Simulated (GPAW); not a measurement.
# ZnS (Wurtzite-6H) (P6_3mc) in GPAW: single point with PBE

Aim: the single point of ZnS (Wurtzite-6H) with PBE.

Program: GPAW 26.7.0. These are calculated values, not measurements. Logs are shortened: lines on timing, memory, paths and dates and some standing lists are left out, and cuts for length are marked. The log counts tension as positive stress, the text compression.

**Measured values to compare with.**

From a printed reference work, monograph, for a bulk crystal of ZnS at 4 K: band gap 3.911 eV (direct).

How close the calculation comes is told below.

## Step 1: The structure

The structure is hexagonal, space group P6_3mc (No. 186). The conventional cell has a = 3.812 Å, b = 3.812 Å, c = 18.690 Å, α = 90.00°, β = 90.00°, γ = 120.00°. Around Zn (site symmetry 3m) lie 4 S at 2.33 to 2.34 Å. Zn (site symmetry 3m) is surrounded by 4 S at 2.33 to 2.34 Å. Zn (site symmetry 3m) has 4 S at 2.33 to 2.34 Å as nearest neighbours. S (site symmetry 3m) has 4 Zn at 2.33 to 2.34 Å as nearest neighbours. Around S (site symmetry 3m) lie 4 Zn at 2.33 to 2.34 Å. S (site symmetry 3m) has 4 Zn at 2.33 to 2.34 Å as nearest neighbours.

## Step 2: Single point, PBE

run.py

```python
from ase.dft.bandgap import bandgap
from ase.io import read, write
from ase.units import GPa
from gpaw import GPAW, PW, setup_paths

setup_paths.insert(0, '.')

atoms = read('POSCAR')

calc = GPAW(mode=PW(500),
            xc='PBE',
            kpts={'size': (6, 6, 1), 'gamma': True},
            occupations={'name': 'fermi-dirac', 'width': 0.05},
            setups={'S': 'jth', 'Zn': 'jth'},
            nbands=-30,
            convergence={'density': 1e-05, 'energy': 1e-05},
            maxiter=80,
            txt='gpaw.txt')
atoms.calc = calc
energy = atoms.get_potential_energy()
forces = atoms.get_forces()
stress = atoms.get_stress()
calc.write('gs.gpw')
write('result.traj', atoms)
print(f'Energy: {energy:.6f} eV')
print('Forces (eV/A):')
print(forces.round(4))
print('Stress (GPa):', (stress / GPa).round(3))
print('Fermi level:', round(calc.get_fermi_level(), 4), 'eV')
print(f'Gap: {bandgap(calc)[0]:.4f} eV, direct: {bandgap(calc, direct=True)[0]:.4f} eV')
```

POSCAR

```
ZnS
1.0
    3.8120000000      0.0000000000      0.0000000000
   -1.9060000000      3.3012888392      0.0000000000
    0.0000000000      0.0000000000     18.6899900000
Zn S
6 6
Direct
    0.3333333333      0.6666666667      0.8333300000
    0.6666666667      0.3333333333      0.3333300000
    0.6666666667      0.3333333333      0.6666700000
    0.3333333333      0.6666666667      0.1666700000
    0.0000000000      0.0000000000      0.5000000000
    0.0000000000      0.0000000000      0.0000000000
    0.3333333333      0.6666666667      0.9583300000
    0.6666666667      0.3333333333      0.4583300000
    0.6666666667      0.3333333333      0.7916700000
    0.3333333333      0.6666666667      0.2916700000
    0.0000000000      0.0000000000      0.6250000000
    0.0000000000      0.0000000000      0.1250000000
```

Potentials or basis: JTH PAW 2.0, PBE, pw.

Started as:

```console
> OMP_NUM_THREADS=1 python run.py
```

gpaw.txt:

```text
__  _  _
 | _ |_)|_||  |
 |__||  | ||/\| - 26.7.0

Input parameters:
  mode=PW(ecut=500.0),
  convergence={'density': 1e-05, 'energy': 1e-05},
  kpts=MonkhorstPack(size=(6, 6, 1), gamma=True),
  maxiter=80,
  nbands=-30,
  occupations=Occupations(name='fermi-dirac', width=0.05),
  setups={'S': 'jth', 'Zn': 'jth'},
  xc=XC(name='PBE')

Diagonalizing LCAO Hamiltonian
Converting LCAO to pw mode

         S

         Zn
             S

             Zn

       S

       Zn    S

         S   Zn

         Zn

       S

       Zn

Atoms  # Å, Bohr magnetons
|    | symbol |         x |        y |         z |    initial magnetic moments |
|----|--------|-----------|----------|-----------|-----------------------------|
|  0 |     Zn | -0.000000 | 2.200859 | 15.574929 | ( 0.0000,  0.0000,  0.0000) |
|  1 |     Zn |  1.906000 | 1.100430 |  6.229934 | ( 0.0000,  0.0000,  0.0000) |
|  2 |     Zn |  1.906000 | 1.100430 | 12.460056 | ( 0.0000,  0.0000,  0.0000) |
|  3 |     Zn | -0.000000 | 2.200859 |  3.115061 | ( 0.0000,  0.0000,  0.0000) |
|  4 |     Zn |  0.000000 | 0.000000 |  9.344995 | ( 0.0000,  0.0000,  0.0000) |
|  5 |     Zn |  0.000000 | 0.000000 |  0.000000 | ( 0.0000,  0.0000,  0.0000) |
|  6 |      S | -0.000000 | 2.200859 | 17.911178 | ( 0.0000,  0.0000,  0.0000) |
|  7 |      S |  1.906000 | 1.100430 |  8.566183 | ( 0.0000,  0.0000,  0.0000) |
|  8 |      S |  1.906000 | 1.100430 | 14.796304 | ( 0.0000,  0.0000,  0.0000) |
|  9 |      S | -0.000000 | 2.200859 |  5.451309 | ( 0.0000,  0.0000,  0.0000) |
| 10 |      S |  0.000000 | 0.000000 | 11.681244 | ( 0.0000,  0.0000,  0.0000) |
| 11 |      S |  0.000000 | 0.000000 |  2.336249 | ( 0.0000,  0.0000,  0.0000) |

Unit cell  # Å
| periodic |         x |        y |         z |   lengths |     angles |
|----------|-----------|----------|-----------|-----------|------------|
|      yes |  3.812000 | 0.000000 |  0.000000 |  3.812000 |  90.000000 |
|      yes | -1.906000 | 3.301289 |  0.000000 |  3.812000 |  90.000000 |
|      yes |  0.000000 | 0.000000 | 18.689990 | 18.689990 | 120.000000 |

Number of symmetries: 6
Symmetry operations  # r_c * U_cc + t_c -> r_c
|   | kind |            matrix            |
|---|------|------------------------------|
| 0 |  σ   |  1, 1, 0,  0,-1, 0,  0, 0, 1 |
| 1 |  E   |  1, 0, 0,  0, 1, 0,  0, 0, 1 |
| 2 |  C3  |  0, 1, 0, -1,-1, 0,  0, 0, 1 |
| 3 |  σ   |  0,-1, 0, -1, 0, 0,  0, 0, 1 |
| 4 |  σ   | -1, 0, 0,  1, 1, 0,  0, 0, 1 |
| 5 |  C3  | -1,-1, 0,  1, 0, 0,  0, 0, 1 |

BZ-sampling:
  Number of BZ points: 36
  Number of IBZ points: 7

  Monkhorst-Pack size: [6, 6, 1]
  Monkhorst-Pack shift: [0.08333333333333333, 0.08333333333333333, 0.0]

K-points  # in reciprocal-cell coordinates
|   |                                coordinates |     weight |
|---|--------------------------------------------|------------|
| 0 | (  0.00000000,   0.00000000,   0.00000000) | 0.02777778 |
| 1 | (  0.16666667,   0.00000000,   0.00000000) | 0.16666667 |
| 2 | (  0.33333333,  -0.16666667,   0.00000000) | 0.16666667 |
| 3 | (  0.33333333,   0.00000000,   0.00000000) | 0.16666667 |
| 4 | (  0.33333333,   0.33333333,   0.00000000) | 0.05555556 |
| 5 | (  0.50000000,   0.33333333,   0.00000000) | 0.33333333 |
| 6 | (  0.50000000,   0.50000000,   0.00000000) | 0.08333333 |

Plane wave coefficients: 5997
Cutoff: 500.0 eV

Spin-components: 1 (collinear spins)
Bands:           84
Projectors:      60
Spin-degeneracy: 2
Datatype:        complex128

Density:
  Valence electrons: 108.0
  Components: 1
  Grid points: [20 20 98]
  Charge: 0.0  # |e|

Potential:
  Grid points: [20 20 98]

species:
  Zn:
    name:    Zinc
    Z:       30.0
    valence: 12
    core:    18
    charge:  0.0  # [|e|]
    compensation charges:
      type: sinc
      rc: 0.96  # [Å]
      lmax: 2
    cutoffs:
      filter: 1.22  # [Å]
      core: 2.29  # [Å]
    projectors
    | kind |    occ | energy [eV] | rcut [Å] |
    |------|--------|-------------|----------|
    |   4s |  2.000 |      -5.979 |    1.114 |
    |    s |        |      54.423 |    1.114 |
    |    p |        |       0.000 |    1.221 |
    |    p |        |      68.028 |    1.221 |
    |   3d | 10.000 |     -10.140 |    1.059 |
    |    d |        |      40.817 |    1.059 |

    Using partial waves for Zn as LCAO basis

  S:
    name:    Sulfur
    Z:       16.0
    valence: 6
    core:    10
    charge:  0.0  # [|e|]
    compensation charges:
      type: sinc
      rc: 0.74  # [Å]
      lmax: 2
    cutoffs:
      filter: 1.01  # [Å]
      core: 1.67  # [Å]
    projectors
    | kind |    occ | energy [eV] | rcut [Å] |
    |------|--------|-------------|----------|
    |   3s |  2.000 |     -17.256 |    1.007 |
    |    s |        |      54.423 |    1.007 |
    |   3p |  4.000 |      -7.009 |    1.007 |
    |    p |        |       6.803 |    1.007 |

    Using partial waves for S as LCAO basis

Reference energy: -358384.515761  # eV

eigensolver:
  PPCG
  Converge bands: occupied
  niter=2

density mixing:
  MSR1-Mixer
  Pratt-step length: 0.05
  Maximum mixing coefficient: 0.75
  Old densities: 10
  SVD Regularization: 0.005
  Good broyden scale: 1.0
  Trust region scale: 1.0
  Backstep threshold: 4.0
  History deletion threshold: 6.0
  Fourier metric: weight=20.0, sigma=0.015

occupation numbers:
  Fermi-Dirac:
    width: 0.0500  # eV

poisson solver:
  ecut: 4000.0  # eV

xc functional:
  name: PBE with 2 nearest neighbor stencil

convergence criteria:
- Maximum integral of absolute [dens]ity change: 1e-05 electrons / valence electron
- Maximum [total energy] change in last 3 cyles: 1e-05 eV / valence electron
- Maximum integral of absolute [eigenst]ate change: 4e-08 eV^2 / valence electron
maximum number of iterations: 80

SCF iterations
|iter     | |      energy | eigst |  dens |
|---------|-|-------------|-------|-------|
|iter:   1| |  -40.873570 | +1.28 |       |
|iter:   2| |  -42.495523 | +0.40 | -1.13 |
|iter:   3| |  -41.367260 | -0.03 | -1.20 |
|iter:   4| |  -41.113218 | -0.87 | -1.48 |
|iter:   5| |  -41.038682 | -1.35 | -1.79 |
|iter:   6| |  -41.045206 | -2.23 | -2.51 |
|iter:   7| |  -41.046120 | -2.74 | -2.80 |
|iter:   8| |  -41.045206c| -3.30 | -2.99 |
|iter:   9| |  -41.045242c| -4.03 | -3.67 |
|iter:  10| |  -41.045254c| -4.56 | -3.97 |
|iter:  11| |  -41.045260c| -5.03 | -4.30 |
|iter:  12| |  -41.045262c| -5.55 | -4.81 |
|iter:  13| |  -41.045262c| -5.97 | -5.06c|
|iter:  14| |  -41.045263c| -6.43 | -5.24c|
|iter:  15| |  -41.045263c| -6.78 | -5.72c|
|iter:  16| |  -41.045263c| -7.27 | -5.94c|
|iter:  17| |  -41.045263c| -7.75c| -6.30c|

Converged in 17 steps
Energy contributions relative to reference atoms: (reference = -358384.515761)

Energy contributions:
  Kinetic:          65.326317
  Coulomb:         -54.587431
  Zero:              0.284626
  External:          0.000000
  Xc:              -52.068775
  Entropy:          -0.000000
  Spinorbit:         0.000000
  ----------------------------
  Free energy:     -41.045263
  Extrapolated:    -41.045263

dipole moment: (-24.664726, -42.720559, -35.576038)  # |e|*Ang

Fermi level: 4.587
Eigenvalues  # (at kpt = [0.000, 0.000, 0.000])
| band index |      eig [eV] | occ [0-2] |
|------------|---------------|-----------|
|          0 |        -9.685 |     2.000 |
|        ... |               |           |
|         46 |         2.832 |     2.000 |
|         47 |         3.260 |     2.000 |
|         48 |         3.260 |     2.000 |
|         49 |         3.270 |     2.000 |
|         50 |         3.270 |     2.000 |
|         51 |         3.489 |     2.000 |
[... 8 lines left out ...]
|         60 |         9.799 |     0.000 |
|         61 |         9.841 |     0.000 |
|        ... |               |           |
|         83 |        15.148 |     0.000 |

Gap: 2.155 eV
Transition (v -> c):
  (s=0, k=0, n=53, [0.00, 0.00, 0.00]) -> (s=0, k=0, n=54, [0.00, 0.00, 0.00])
No difference between direct/indirect transitions

Forces  # eV/Ang
|        x |       y |        z |
|----------|---------|----------|
| -0.00000 | 0.00000 |  0.00408 |  # Zn   0
|  0.00000 | 0.00000 |  0.00408 |  # Zn   1
| -0.00000 | 0.00000 |  0.01457 |  # Zn   2
|  0.00000 | 0.00000 |  0.01452 |  # Zn   3
|  0.00000 | 0.00000 | -0.00244 |  # Zn   4
| -0.00000 | 0.00000 | -0.00248 |  # Zn   5
|  0.00000 | 0.00000 | -0.03107 |  # S    6
| -0.00000 | 0.00000 | -0.03094 |  # S    7
| -0.00000 | 0.00000 | -0.00847 |  # S    8
|  0.00000 | 0.00000 | -0.00843 |  # S    9
|  0.00000 | 0.00000 |  0.02317 |  # S   10
| -0.00000 | 0.00000 |  0.02307 |  # S   11

Stress tensor  # eV/Ang^3
|         x |         y |         z |
|-----------|-----------|-----------|
| -0.008620 | -0.000000 |  0.000000 |
| -0.000000 | -0.008620 | -0.000000 |
|  0.000000 | -0.000000 | -0.008640 |

# Writing to gs.gpw (mode='')
```

Run time: 2 min. Hardware: 1 thread of Intel Xeon Platinum 8259CL at 2.50GHz (Skylake/Cascade Lake), shared host; peak memory 0.29 GiB.

What came out:

| Quantity | Value |
| --- | --- |
| Free energy | -41.0453 eV |
| Pressure | 1.4 GPa |
| Largest force | 0.031 eV/Å |
| Band gap on the k mesh | 2.16 eV, direct |

Forces on the atoms (eV/Å):
```
Zn   0.000  0.000  0.004
Zn   0.000  0.000  0.004
Zn   0.000  0.000  0.015
Zn   0.000  0.000  0.015
Zn   0.000  0.000 -0.002
Zn   0.000  0.000 -0.002
S    0.000  0.000 -0.031
S    0.000  0.000 -0.031
S    0.000  0.000 -0.008
S    0.000  0.000 -0.008
S    0.000  0.000  0.023
S    0.000  0.000  0.023
```

Caveat: the cutoff is short for stress and forces, so pressures can be off by a GPa or more; the program truncates these outside data sets; the cell's inner coordinates are idealised or old, which leaves forces on the atoms.

## Step 3: How close it comes

Step 2. Against the measured gap of ZnS, 3.911 eV (direct; 4 K; a printed reference work, monograph), the calculated 2.16 eV is off by -1.76 eV. The value is that of PBE, without temperature or zero-point motion. Semilocal functionals fall short of measured gaps as a rule.
